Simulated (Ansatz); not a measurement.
All numbers below come from DFT PBE, scalar-relativistic, plane waves, PAW in Ansatz. All cells share a 420 eV cutoff and Γ-centred k meshes spaced at most about 0.3 Å⁻¹ (2π included). No spin polarisation in the final relaxations.

These are static total energies at zero pressure.

Two relaxed structures of LiNbO₃:

A.

```cif
data_structure
_symmetry_space_group_name_H-M 'R-3c:H'
_symmetry_Int_Tables_number 167
_cell_length_a 5.2231
_cell_length_b 5.2231
_cell_length_c 13.7948
_cell_angle_alpha 90.000
_cell_angle_beta 90.000
_cell_angle_gamma 120.000
_cell_volume 325.91
loop_
_atom_site_label
_atom_site_type_symbol
_atom_site_symmetry_multiplicity
_atom_site_Wyckoff_symbol
_atom_site_fract_x
_atom_site_fract_y
_atom_site_fract_z
_atom_site_occupancy
Li1 Li 6 a 0.00000 0.00000 0.25000 1
Nb1 Nb 6 b 0.66667 0.33333 0.33333 1
O1 O 18 e 0.71371 0.66667 0.41667 1
```

B.

```cif
data_structure
_symmetry_space_group_name_H-M 'Pm-3m'
_symmetry_Int_Tables_number 221
_cell_length_a 3.9558
_cell_length_b 3.9558
_cell_length_c 3.9558
_cell_angle_alpha 90.000
_cell_angle_beta 90.000
_cell_angle_gamma 90.000
_cell_volume 61.90
loop_
_atom_site_label
_atom_site_type_symbol
_atom_site_symmetry_multiplicity
_atom_site_Wyckoff_symbol
_atom_site_fract_x
_atom_site_fract_y
_atom_site_fract_z
_atom_site_occupancy
Li1 Li 1 a 0.00000 0.00000 0.00000 1
Nb1 Nb 1 b 0.50000 0.50000 0.50000 1
O1 O 3 c 0.50000 0.00000 0.50000 1
```

Task: Which form is favoured at zero pressure, and by what margin per atom?

Result: A is lower, by 135 meV/atom. A has space group R-3c (No. 167), 10.9 Å³/atom and a gap of 2.51 eV on its mesh; B has the cubic perovskite type, space group Pm-3m (No. 221), 12.4 Å³/atom and a gap of 1.70 eV. Counting O atoms around Li and Nb (those within 1.25 times the shortest such distance or 1.15 times the sum of covalent radii, 1.27 where that leaves under three; the shortest distance is added where it exceeds 1.18 times the sum of covalent radii), A has Li 3, Nb 6 and B has Li 12 from 2.8 Å, Nb 6. The denser one is the lower, and pressure would at first widen the difference. Origin: A is a measured cell (COD), relaxed; B was invented. A third cell relaxed alike, in R3c (a measured cell (COD)), lies 30 meV/atom below the lower of the two.

Kohn–Sham gaps at this level usually fall short of measured ones. A magnetic state wasn't ruled out in cells without spin, among them Pm-3m. Cells relaxed within their symmetry can be saddle points.

Of the two forms, the R-3c structure is favoured by 135 meV/atom, mainly because Li⁺ is far too small for the twelvefold site of the cubic perovskite. Both structures keep Nb in sixfold oxygen coordination, but rotating the octahedra in R-3c collapses the oversized cavity and gives Li three close oxygen neighbours, which also accounts for the higher density. The wider gap fits the same picture: bent Nb–O–Nb links weaken the π overlap between Nb 4d and O 2p states and probably narrow the conduction band.

R-3c is not the ground state, however, since the R3c cell lies a further 30 meV/atom lower. This agrees with the known behaviour of LiNbO₃, whose polar R3c phase is stable at ambient conditions and whose R-3c phase is the high-temperature paraelectric form. The extra stabilisation probably comes from Li leaving the oxygen plane, together with off-centring of d⁰ Nb⁵⁺ that strengthens its covalency with oxygen. This energy difference alone does not fix the Curie temperature, which also depends on how the local displacements couple and disorder.
